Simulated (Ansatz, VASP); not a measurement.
## Si5Ge in VASP and in Ansatz

File INCAR:

```
SYSTEM = Si5Ge
PREC = Accurate ; ENCUT = 600
EDIFF = 1E-7 ; ISMEAR = 0
SIGMA = 0.2 ; LREAL = .FALSE.
LASPH = .TRUE. ; NELM = 80
ALGO = Normal ; ISIF = 3
LWAVE = .FALSE. ; LCHARG = .FALSE.
GGA = PE ; IBRION = 2
NSW = 36 ; EDIFFG = -0.08
```

File KPOINTS:

```
Automatic mesh
0
G
  5 5 2
  0 0 0
```

File POSCAR:

```
Si5Ge
1.0
    3.8631774200      0.0000000000      0.0000000000
   -1.9315887100      3.3456097900      0.0000000000
    0.0000000000      0.0000000000      9.4632873300
Si Ge
5 1
Direct
    0.0000000000      0.0000000000      0.2500000000
    0.6666666700      0.3333333300      0.3333330000
    0.3333333300      0.6666666700      0.9166670000
    0.6666666700      0.3333333300      0.5833330000
    0.3333333300      0.6666666700      0.6666670000
    0.0000000000      0.0000000000      0.0000000000
```

Input for Ansatz:

```yaml
crystal:
  lattice:
    - [3.86317742, 0.0, 0.0]
    - [-1.93158871, 3.34560979, 0.0]
    - [0.0, 0.0, 9.46328733]
  atoms:
    - { symbol: Si, position: [0.0, 0.0, 0.25] }
    - { symbol: Si, position: [0.66666667, 0.33333333, 0.333333] }
    - { symbol: Si, position: [0.33333333, 0.66666667, 0.916667] }
    - { symbol: Si, position: [0.66666667, 0.33333333, 0.583333] }
    - { symbol: Si, position: [0.33333333, 0.66666667, 0.666667] }
    - { symbol: Ge, position: [0.0, 0.0, 0.0] }
basis:
  ecutwfc: 420
kpoints:
  mp_grid: { grid: [5, 5, 2] }
hamiltonian:
  xc: pbe
scf:
  occupations: { method: gaussian, width: 0.2 }
  lower_state_search: "off"
output:
  forces: true
  stress: true
  eigenvalues: true
relax:
  adjacent_minimum: "off"
  f_tol: 0.08
  max_steps: 16
  cell: { stress_tol: 0.8 }
```

Alike in both runs: task relaxation of cell and atoms; functional PBE; k mesh 5 × 5 × 2; occupations gaussian, width 0.2 eV; no spin polarisation.

```csv
,VASP,Ansatz
version,VASP 6.6.1,Ansatz 0.2.0
potentials or method,"VASP PAW PBE potentials, release 64 (Si, Ge_d)","scalar-relativistic, plane waves, PAW"
plane-wave cutoff (eV),600,420
valence electrons in the cell,34,34
```

```csv
,VASP,Ansatz,Ansatz less VASP
"gap on the k mesh at the Fermi level, each at its own relaxed structure (eV)",0.72,0.73,+0.010
relaxed volume (Å³/atom),20.93,20.96,+0.031
relaxed cell length with the largest relative difference (Å),9.510,9.521,+0.0104
energy change over the relaxation (meV/atom),-7,-7,-0.3
```

Caveats: an odd mesh through Γ misses points on the zone boundary, where band edges often lie. PBE gaps usually lie below the measured ones, often by a third to a half.
